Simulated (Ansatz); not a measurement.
## Band table of Lu (sc type)

```
Lu
1.0
     3.20708    0.00000    0.00000
     0.00000    3.20708    0.00000
     0.00000    0.00000    3.20708
Lu
1
Direct
  0.00000 0.00000 0.00000
```

The cell comes from a relaxation on PAW files under the same functional, begun from a prototype that needn't be the stable phase.

All numbers are PBE results (scalar-relativistic) from Ansatz 0.2.0, with a Γ-centred 12×12×12 k mesh, Fermi–Dirac smearing of 0.1 eV, no spin polarisation. Methods: LAPW: all electrons, basis error target 1 meV/atom.

Spin–orbit coupling is left out, which matters for the heavy atoms.

Path points, in fractions of the reciprocal vectors: Γ (0.000, 0.000, 0.000), X (0.000, 0.500, 0.000), M (0.500, 0.500, 0.000), R (0.500, 0.500, 0.500). The distance column jumps between branches of the path. Levels in eV from the Fermi level; bands 10 to 20, counted from the lowest band of the run. The gap is zero, the pressure 0.03 GPa.

```
# k(1/Å) point b10 b11 b12 b13 b14 b15 b16 b17 b18 b19 b20
0.000 Γ -5.63 -5.42 -5.42 -5.42 -5.39 -5.39 -5.39 -5.36 -0.38 -0.38 6.00
0.140 - -5.52 -5.42 -5.41 -5.41 -5.39 -5.39 -5.39 -5.36 -0.34 -0.30 5.77
0.280 - -5.42 -5.41 -5.41 -5.41 -5.38 -5.38 -5.36 -5.22 -0.25 -0.09 5.22
0.420 - -5.43 -5.42 -5.41 -5.41 -5.37 -5.37 -5.36 -4.75 -0.10 0.15 4.60
0.560 - -5.44 -5.44 -5.40 -5.40 -5.37 -5.36 -5.36 -4.17 0.07 0.28 4.04
0.700 - -5.46 -5.44 -5.40 -5.40 -5.37 -5.35 -5.35 -3.53 0.14 0.23 3.60
0.840 - -5.47 -5.45 -5.40 -5.40 -5.37 -5.34 -5.34 -2.96 -0.19 0.35 3.33
0.980 X -5.47 -5.45 -5.40 -5.40 -5.37 -5.34 -5.34 -2.69 -0.38 0.39 3.24
1.120 - -5.47 -5.45 -5.40 -5.40 -5.37 -5.35 -5.34 -2.56 -0.45 0.47 3.20
1.259 - -5.47 -5.44 -5.41 -5.39 -5.37 -5.36 -5.34 -2.21 -0.63 0.73 3.12
1.399 - -5.46 -5.43 -5.42 -5.38 -5.38 -5.37 -5.34 -1.70 -0.90 1.17 3.08
1.539 - -5.46 -5.44 -5.42 -5.38 -5.38 -5.37 -5.34 -1.19 -1.14 1.77 3.09
1.679 - -5.46 -5.45 -5.41 -5.39 -5.39 -5.36 -5.34 -1.46 -0.65 2.44 3.15
1.819 - -5.46 -5.46 -5.40 -5.39 -5.39 -5.35 -5.34 -1.64 -0.31 3.01 3.21
1.959 M -5.46 -5.46 -5.39 -5.39 -5.39 -5.35 -5.34 -1.71 -0.19 3.24 3.24
2.157 - -5.46 -5.46 -5.40 -5.39 -5.39 -5.35 -5.34 -1.61 -0.40 2.98 3.02
2.355 - -5.45 -5.45 -5.41 -5.40 -5.38 -5.36 -5.35 -1.84 -0.47 2.33 2.60
2.553 - -5.44 -5.44 -5.41 -5.40 -5.38 -5.38 -5.36 -2.81 0.02 1.53 2.41
2.751 - -5.43 -5.42 -5.41 -5.40 -5.39 -5.37 -5.37 -3.90 0.17 0.77 3.04
2.949 - -5.42 -5.42 -5.40 -5.40 -5.40 -5.38 -5.36 -4.81 -0.06 0.15 4.31
3.147 - -5.43 -5.42 -5.42 -5.41 -5.39 -5.38 -5.38 -5.36 -0.29 -0.24 5.51
3.344 Γ -5.63 -5.42 -5.42 -5.42 -5.39 -5.39 -5.39 -5.36 -0.38 -0.38 6.00
3.587 - -5.42 -5.42 -5.41 -5.40 -5.39 -5.39 -5.36 -5.30 -0.21 -0.21 5.38
3.829 - -5.41 -5.41 -5.40 -5.40 -5.40 -5.40 -5.37 -4.41 0.28 0.28 4.08
4.072 - -5.41 -5.41 -5.41 -5.40 -5.40 -5.39 -5.38 -3.08 0.97 0.97 2.99
4.314 - -5.42 -5.41 -5.41 -5.40 -5.40 -5.39 -5.38 -1.70 1.16 1.16 2.78
4.556 - -5.42 -5.42 -5.42 -5.41 -5.38 -5.38 -5.37 -0.87 0.45 0.45 3.95
4.799 - -5.42 -5.42 -5.42 -5.42 -5.37 -5.37 -5.36 -0.50 -0.15 -0.15 5.86
5.041 R -5.43 -5.42 -5.42 -5.42 -5.36 -5.36 -5.36 -0.37 -0.37 -0.37 6.14
5.239 - -5.43 -5.42 -5.42 -5.42 -5.36 -5.36 -5.36 -0.47 -0.24 -0.18 5.90
5.437 - -5.43 -5.42 -5.41 -5.41 -5.38 -5.37 -5.36 -0.69 0.12 0.27 4.18
5.635 - -5.44 -5.41 -5.41 -5.40 -5.40 -5.37 -5.37 -0.86 0.37 0.69 2.96
5.833 - -5.45 -5.42 -5.41 -5.40 -5.39 -5.37 -5.36 -0.87 -0.60 1.43 1.87
6.031 - -5.46 -5.44 -5.40 -5.40 -5.38 -5.36 -5.36 -1.70 -0.72 1.06 2.24
6.229 - -5.47 -5.45 -5.40 -5.40 -5.37 -5.35 -5.35 -2.44 -0.50 0.56 2.94
6.427 X -5.47 -5.45 -5.40 -5.40 -5.37 -5.34 -5.34 -2.69 -0.38 0.39 3.24
7.812 R -5.43 -5.42 -5.42 -5.42 -5.36 -5.36 -5.36 -0.37 -0.37 -0.37 6.14
7.952 - -5.42 -5.42 -5.42 -5.42 -5.36 -5.36 -5.36 -0.46 -0.27 -0.27 6.00
8.092 - -5.43 -5.43 -5.42 -5.41 -5.37 -5.37 -5.36 -0.69 0.01 0.01 4.32
8.232 - -5.43 -5.43 -5.41 -5.40 -5.38 -5.38 -5.36 -0.99 0.47 0.47 2.81
8.372 - -5.44 -5.44 -5.41 -5.38 -5.38 -5.38 -5.35 -1.28 1.08 1.08 1.55
8.512 - -5.45 -5.45 -5.40 -5.39 -5.39 -5.36 -5.35 -1.51 0.60 1.81 1.81
8.651 - -5.46 -5.46 -5.39 -5.39 -5.39 -5.35 -5.34 -1.66 0.01 2.61 2.61
8.791 M -5.46 -5.46 -5.39 -5.39 -5.39 -5.35 -5.34 -1.71 -0.19 3.24 3.24
```
